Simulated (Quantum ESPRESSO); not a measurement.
# MgSe (Fm-3m) in Quantum ESPRESSO: single point with BLYP

Aim: the single point of MgSe with BLYP.

All numbers are computed with Quantum ESPRESSO 7.5; they aren't measurements. Logs are shortened: lines on timing, memory, paths and dates and some standing lists are left out, and cuts for length are marked.

### Step 1. The crystal as given

Symmetry: Fm-3m, No. 225, cubic system. The conventional cell has a = 5.451 Å, b = 5.451 Å, c = 5.451 Å, α = 90.00°, β = 90.00°, γ = 90.00°. Se (site symmetry m-3m) has 6 Mg at 2.73 Å as nearest neighbours. Around Mg (site symmetry m-3m) lie 6 Se at 2.73 Å.

### Step 2. Single point, BLYP

pw.in

```
&CONTROL
  calculation = 'scf'
  prefix = 'pwscf'
  outdir = './tmp'
  pseudo_dir = './pseudo'
  tprnfor = .true.
  tstress = .true.
  disk_io = 'low'
/
&SYSTEM
  ibrav = 0
  nat = 2
  ntyp = 2
  ecutwfc = 70
  nbnd = 20
  input_dft = 'blyp'
  occupations = 'smearing'
  smearing = 'mp'
  degauss = 0.01469973
/
&ELECTRONS
  conv_thr = 1d-12
  electron_maxstep = 120
  mixing_beta = 0.5
/
ATOMIC_SPECIES
Se    78.9710 34_Se_16_1.9_2.1_pbe_n_v1.0.upf
Mg    24.3050 12_Mg_10_1.9_2.0_pbe_v1.0.upf
CELL_PARAMETERS angstrom
   0.0000000000    2.7255000000    2.7255000000
   2.7255000000    0.0000000000    2.7255000000
   2.7255000000    2.7255000000    0.0000000000
ATOMIC_POSITIONS crystal
Se     0.5000000000    0.5000000000    0.5000000000
Mg     0.0000000000    0.0000000000    0.0000000000
K_POINTS automatic
8 8 8 1 1 1
```

pp_density.in

```
&INPUTPP
  prefix = 'pwscf'
  outdir = './tmp'
  filplot = 'density.dat'
  plot_num = 0
/
&PLOT
  nfile = 1
  filepp(1) = 'density.dat'
  iflag = 3
  output_format = 6
  fileout = 'density.cube'
/
```

pp_potential.in

```
&INPUTPP
  prefix = 'pwscf'
  outdir = './tmp'
  filplot = 'potential.dat'
  plot_num = 11
/
&PLOT
  nfile = 1
  filepp(1) = 'potential.dat'
  iflag = 3
  output_format = 6
  fileout = 'potential.cube'
/
```

pp_elf.in

```
&INPUTPP
  prefix = 'pwscf'
  outdir = './tmp'
  filplot = 'elf.dat'
  plot_num = 8
/
&PLOT
  nfile = 1
  filepp(1) = 'elf.dat'
  iflag = 3
  output_format = 6
  fileout = 'elf.cube'
/
```

Potentials or basis: SPMS 1.0 PBE.

Run with:

```
$ OMP_NUM_THREADS=1 pw.x -in pw.in > pw.out
$ OMP_NUM_THREADS=1 pp.x -in pp_density.in > pp_density.out
$ OMP_NUM_THREADS=1 pp.x -in pp_potential.in > pp_potential.out
$ OMP_NUM_THREADS=1 pp.x -in pp_elf.in > pp_elf.out
```

pw.out:

```text
This program is part of the open-source Quantum ESPRESSO suite
     for quantum simulation of materials; please cite
         "P. Giannozzi et al., J. Phys.:Condens. Matter 21 395502 (2009);
         "P. Giannozzi et al., J. Phys.:Condens. Matter 29 465901 (2017);
         "P. Giannozzi et al., J. Chem. Phys. 152 154105 (2020);
     in publications or presentations arising from this work. More details at

     IMPORTANT: XC functional enforced from input :
     Exchange-correlation= BLYP
                           (   1   3   1   3   0   0   0)
     Any further DFT definition will be discarded
     Please, verify this is what you really want

     Message from routine setup:
     using ibrav=0 with symmetry is DISCOURAGED, use correct ibrav instead

     Subspace diagonalization in iterative solution of the eigenvalue problem:
     a serial algorithm will be used

     G-vector sticks info
     --------------------
     sticks:   dense  smooth     PW     G-vecs:    dense   smooth      PW
     Sum        1027    1027    313                21595    21595    3695

     Using Slab Decomposition

     bravais-lattice index     =            0
     lattice parameter (alat)  =       7.2838  a.u.
     unit-cell volume          =     273.2531 (a.u.)^3
     number of atoms/cell      =            2
     number of atomic types    =            2
     number of electrons       =        26.00
     number of Kohn-Sham states=           20
     kinetic-energy cutoff     =      70.0000  Ry
     charge density cutoff     =     280.0000  Ry
     scf convergence threshold =      1.0E-12
     mixing beta               =       0.5000
     number of iterations used =            8  plain     mixing
     Exchange-correlation= BLYP
                           (   1   3   1   3   0   0   0)

     celldm(1)=   7.283834  celldm(2)=   0.000000  celldm(3)=   0.000000
     celldm(4)=   0.000000  celldm(5)=   0.000000  celldm(6)=   0.000000

     crystal axes: (cart. coord. in units of alat)
               a(1) = (   0.000000   0.707107   0.707107 )
               a(2) = (   0.707107   0.000000   0.707107 )
               a(3) = (   0.707107   0.707107   0.000000 )

     reciprocal axes: (cart. coord. in units 2 pi/alat)
               b(1) = ( -0.707107  0.707107  0.707107 )
               b(2) = (  0.707107 -0.707107  0.707107 )
               b(3) = (  0.707107  0.707107 -0.707107 )

     PseudoPot. # 1 for Se read from file:
     34_Se_16_1.9_2.1_pbe_n_v1.0.upf
     Pseudo is Norm-conserving + core correction, Zval = 16.0
     Generated using ONCVPSP code by D. R. Hamann
     Using radial grid of 1204 points,  6 beta functions with:
                l(1) =   0
                l(2) =   0
                l(3) =   1
                l(4) =   1
                l(5) =   2
                l(6) =   2

     PseudoPot. # 2 for Mg read from file:
     12_Mg_10_1.9_2.0_pbe_v1.0.upf
     Pseudo is Norm-conserving, Zval = 10.0
     Generated using ONCVPSP code by D. R. Hamann
     Using radial grid of 1512 points,  4 beta functions with:
                l(1) =   0
                l(2) =   0
                l(3) =   1
                l(4) =   1

     atomic species   valence    mass     pseudopotential
     Se               16.00    78.97100     Se( 1.00)
     Mg               10.00    24.30500     Mg( 1.00)

     48 Sym. Ops., with inversion, found

   Cartesian axes

     site n.     atom                  positions (alat units)
         1        Se     tau(   1) = (   0.7071068   0.7071068   0.7071068  )
         2        Mg     tau(   2) = (   0.0000000   0.0000000   0.0000000  )

     number of k points=    60  Methfessel-Paxton smearing, width (Ry)=  0.0147
                       cart. coord. in units 2pi/alat
        k(    1) = (   0.0441942   0.0441942   0.0441942), wk =   0.0078125
        k(    2) = (   0.1325825   0.1325825  -0.0441942), wk =   0.0234375
        k(    3) = (   0.2209709   0.2209709  -0.1325825), wk =   0.0234375
        k(    4) = (   0.3093592   0.3093592  -0.2209709), wk =   0.0234375
        k(    5) = (  -0.3093592  -0.3093592   0.3977476), wk =   0.0234375
        k(    6) = (  -0.2209709  -0.2209709   0.3093592), wk =   0.0234375
[... 52 lines left out ...]
        k(   59) = (   0.3093592   0.3093592   0.3093592), wk =   0.0078125
        k(   60) = (  -0.3093592  -0.3093592   0.9280777), wk =   0.0234375

     Dense  grid:    21595 G-vectors     FFT dimensions: (  40,  40,  40)

     Initial potential from superposition of free atoms

     starting charge      25.9991, renormalised to      26.0000
     Starting wfcs are   14 randomized atomic wfcs +    6 random wfcs

     Self-consistent Calculation

     iteration #  1     ecut=    70.00 Ry     beta= 0.50
     Davidson diagonalization with overlap
     ethr =  1.00E-02,  avg # of iterations =  7.1

     Threshold (ethr) on eigenvalues was too large:
     Diagonalizing with lowered threshold

     Davidson diagonalization with overlap
     ethr =  3.46E-04,  avg # of iterations =  1.9

     total energy              =    -341.44177399 Ry
     estimated scf accuracy    <       0.09002490 Ry

     iteration #  2     ecut=    70.00 Ry     beta= 0.50
     Davidson diagonalization with overlap
     ethr =  3.46E-04,  avg # of iterations =  2.0

     total energy              =    -341.45615467 Ry
     estimated scf accuracy    <       0.00389629 Ry

     iteration #  3     ecut=    70.00 Ry     beta= 0.50
     Davidson diagonalization with overlap
     ethr =  1.50E-05,  avg # of iterations =  4.3

     total energy              =    -341.45644852 Ry
     estimated scf accuracy    <       0.00069453 Ry

     iteration #  4     ecut=    70.00 Ry     beta= 0.50
     Davidson diagonalization with overlap
     ethr =  2.67E-06,  avg # of iterations =  2.5

     total energy              =    -341.45653333 Ry
     estimated scf accuracy    <       0.00002084 Ry

     iteration #  5     ecut=    70.00 Ry     beta= 0.50
     Davidson diagonalization with overlap
     ethr =  8.02E-08,  avg # of iterations =  2.0
[... 15 lines left out ...]
     total energy              =    -341.45653796 Ry
     estimated scf accuracy    <          1.5E-09 Ry

     iteration #  8     ecut=    70.00 Ry     beta= 0.50
     Davidson diagonalization with overlap
     ethr =  5.86E-12,  avg # of iterations =  2.0

     total energy              =    -341.45653796 Ry
     estimated scf accuracy    <          3.1E-10 Ry

     iteration #  9     ecut=    70.00 Ry     beta= 0.50
     Davidson diagonalization with overlap
     ethr =  1.18E-12,  avg # of iterations =  2.0

     total energy              =    -341.45653796 Ry
     estimated scf accuracy    <          7.9E-12 Ry

     iteration # 10     ecut=    70.00 Ry     beta= 0.50
     Davidson diagonalization with overlap
     ethr =  1.00E-13,  avg # of iterations =  2.0

     End of self-consistent calculation

          k = 0.0442 0.0442 0.0442 (  2718 PWs)   bands (ev):

   -66.6929 -37.0080 -37.0080 -36.9964 -36.9964 -36.9964 -33.4317 -33.4316
   -33.4316  -3.9548   8.5231   8.8660   8.8660  12.0137  16.4825  16.6765
    16.6765  18.5665  18.5665  20.2101

          k = 0.1326 0.1326-0.0442 (  2706 PWs)   bands (ev):

   -66.6928 -37.0081 -37.0080 -36.9964 -36.9963 -36.9963 -33.4323 -33.4318
   -33.4315  -3.7850   7.3567   8.5302   8.8381  13.0107  16.1349  16.8182
    16.8285  17.3573  18.5372  20.2071

          k = 0.2210 0.2210-0.1326 (  2703 PWs)   bands (ev):

   -66.6928 -37.0082 -37.0081 -36.9963 -36.9962 -36.9962 -33.4335 -33.4318
   -33.4315  -3.4170   5.7198   8.2499   8.6405  13.5283  15.9153  15.9293
    16.8675  18.4637  19.4438  19.9117

          k = 0.3094 0.3094-0.2210 (  2708 PWs)   bands (ev):

   -66.6927 -37.0083 -37.0082 -36.9962 -36.9961 -36.9961 -33.4346 -33.4318
   -33.4316  -3.0242   4.5013   8.1083   8.4131  13.3924  15.1711  15.3676
    17.9097  19.7182  20.4625  22.0067

          k =-0.3094-0.3094 0.3977 (  2701 PWs)   bands (ev):

   -66.6927 -37.0083 -37.0083 -36.9962 -36.9960 -36.9960 -33.4349 -33.4317
   -33.4317  -2.8903   4.1525   8.1426   8.2760  13.3190  14.8857  15.3372
    17.9629  20.3713  22.2332  23.0531
[... 111 lines left out ...]
   -66.6927 -37.0082 -37.0080 -36.9963 -36.9959 -36.9958 -33.4341 -33.4335
   -33.4324  -2.6056   5.2212   5.8271   7.3761  12.3231  15.5213  17.4754
    18.7291  20.0640  22.1949  24.4012

          k = 0.1326-0.3977 0.4861 (  2700 PWs)   bands (ev):

   -66.6927 -37.0082 -37.0082 -36.9962 -36.9961 -36.9959 -33.4344 -33.4328
   -33.4320  -2.7349   4.6646   6.6023   7.8370  13.3587  15.2098  16.7249
    18.2129  20.1205  21.0102  22.4439

          k = 0.2210-0.3094 0.3977 (  2702 PWs)   bands (ev):

   -66.6927 -37.0083 -37.0082 -36.9962 -36.9961 -36.9960 -33.4347 -33.4320
   -33.4317  -2.9052   4.3526   7.7895   8.2243  13.7088  14.5642  15.6499
    18.3504  19.6933  21.4187  22.7947

          k =-0.6629 0.0442 0.0442 (  2718 PWs)   bands (ev):

   -66.6927 -37.0082 -37.0077 -36.9966 -36.9957 -36.9957 -33.4346 -33.4329
   -33.4328  -2.6123   4.8618   7.0229   7.2106  10.9893  13.4479  20.3576
    20.4916  21.1210  22.4365  24.7438

          k =-0.5745 0.1326-0.0442 (  2703 PWs)   bands (ev):

   -66.6927 -37.0082 -37.0078 -36.9965 -36.9958 -36.9958 -33.4343 -33.4329
   -33.4326  -2.7151   5.0682   6.8392   7.2438  11.7930  14.1401  18.1858
    19.5171  20.8558  23.1725  23.9453

          k =-0.4861 0.2210-0.1326 (  2703 PWs)   bands (ev):

   -66.6927 -37.0083 -37.0080 -36.9963 -36.9960 -36.9959 -33.4343 -33.4326
   -33.4321  -2.8374   4.8730   6.9624   7.7156  13.0417  15.3193  16.5693
    17.4968  20.3643  22.4158  23.3539

          k =-0.4861 0.0442 0.0442 (  2710 PWs)   bands (ev):

   -66.6927 -37.0083 -37.0078 -36.9965 -36.9959 -36.9959 -33.4338 -33.4326
   -33.4326  -2.9508   5.3841   7.3833   7.4944  11.9006  13.8717  18.1813
    19.3246  20.0927  21.3596  24.3148

          k =-0.3977 0.1326-0.0442 (  2710 PWs)   bands (ev):

   -66.6928 -37.0083 -37.0079 -36.9964 -36.9960 -36.9960 -33.4335 -33.4324
   -33.4321  -3.1602   5.6386   7.4886   7.8931  13.1066  14.7751  16.2755
    18.0038  19.3215  21.5455  22.3974

          k =-0.3094 0.0442 0.0442 (  2701 PWs)   bands (ev):

   -66.6928 -37.0083 -37.0079 -36.9965 -36.9961 -36.9961 -33.4328 -33.4321
   -33.4320  -3.4760   6.4874   8.0765   8.0769  13.5131  14.8222  15.9445
    18.0505  18.4390  19.8890  21.6699

          k = 0.1326 0.1326 0.1326 (  2710 PWs)   bands (ev):

   -66.6928 -37.0081 -37.0081 -36.9963 -36.9963 -36.9963 -33.4327 -33.4316
   -33.4316  -3.7052   6.8421   8.6970   8.6970  13.1155  16.4010  16.6105
    16.6105  18.1048  18.1048  19.5176

          k = 0.2210 0.2210 0.0442 (  2697 PWs)   bands (ev):

   -66.6928 -37.0082 -37.0081 -36.9963 -36.9962 -36.9962 -33.4331 -33.4321
   -33.4315  -3.4813   6.1598   7.8806   8.7254  13.9863  15.8894  16.1395
    16.2000  17.6814  20.2290  20.6648

          k = 0.3094 0.3094-0.0442 (  2700 PWs)   bands (ev):

   -66.6927 -37.0083 -37.0081 -36.9962 -36.9961 -36.9961 -33.4338 -33.4326
   -33.4316  -3.1205   5.3061   7.0836   8.4701  14.3969  15.2253  15.9566
    16.6437  18.5714  21.4110  22.5308

          k =-0.3094-0.3094 0.5745 (  2698 PWs)   bands (ev):
[... 127 lines left out ...]
   -66.6927 -37.0081 -37.0081 -36.9962 -36.9961 -36.9958 -33.4340 -33.4336
   -33.4323  -2.6198   5.2575   5.8217   7.2165  13.1640  15.7383  17.1401
    17.6442  20.3149  21.6814  24.3115

          k =-0.8397 0.2210 0.2210 (  2694 PWs)   bands (ev):

   -66.6927 -37.0082 -37.0081 -36.9963 -36.9960 -36.9959 -33.4344 -33.4329
   -33.4321  -2.7033   4.7715   6.4220   7.7697  12.7673  15.8395  16.9051
    17.8030  20.1960  21.9606  22.5714

          k = 0.3094 0.3094 0.3094 (  2719 PWs)   bands (ev):

   -66.6927 -37.0083 -37.0083 -36.9962 -36.9960 -36.9960 -33.4349 -33.4316
   -33.4316  -2.9534   4.2299   8.3526   8.3526  13.1138  15.2502  15.2502
    17.5939  20.3714  21.8721  21.8721

          k =-0.3094-0.3094 0.9281 (  2717 PWs)   bands (ev):

   -66.6927 -37.0082 -37.0082 -36.9962 -36.9960 -36.9960 -33.4348 -33.4321
   -33.4317  -2.8459   4.2830   7.5840   8.1967  13.7188  14.5939  15.6112
    18.6235  20.1233  21.6405  21.8579

     the Fermi energy is     9.8511 ev

!    total energy              =    -341.45653796 Ry
     estimated scf accuracy    <          6.0E-13 Ry
     smearing contrib. (-TS)   =       0.00000000 Ry
     internal energy E=F+TS    =    -341.45653796 Ry

     The total energy is F=E-TS. E is the sum of the following terms:
     one-electron contribution =    -185.20391491 Ry
     hartree contribution      =      93.16615526 Ry
     xc contribution           =     -57.11267126 Ry
     ewald contribution        =    -192.30610706 Ry

     convergence has been achieved in  10 iterations

     Forces acting on atoms (cartesian axes, Ry/au):

     atom    1 type  1   force =     0.00000000    0.00000000    0.00000000
     atom    2 type  2   force =    -0.00000000    0.00000000    0.00000000

     Total force =     0.000000     Total SCF correction =     0.000000

     Computing stress (Cartesian axis) and pressure

          total   stress  (Ry/bohr**3)                   (kbar)     P=       38.48
   0.00026158   0.00000000   0.00000000           38.48        0.00        0.00
   0.00000000   0.00026158   0.00000000            0.00       38.48        0.00
   0.00000000   0.00000000   0.00026158            0.00        0.00       38.48

=------------------------------------------------------------------------------=
   JOB DONE.
=------------------------------------------------------------------------------=
```

It took 37 s on 1 thread of Intel Xeon 6975P-C (Granite Rapids), shared host; peak memory 0.11 GiB.

Results:

- Free energy: -4645.7529 eV
- Pressure: 3.8 GPa

Caveat: the potentials were made for another functional, which shifts forces and pressure; this smearing can shift energies of a crystal with a gap.
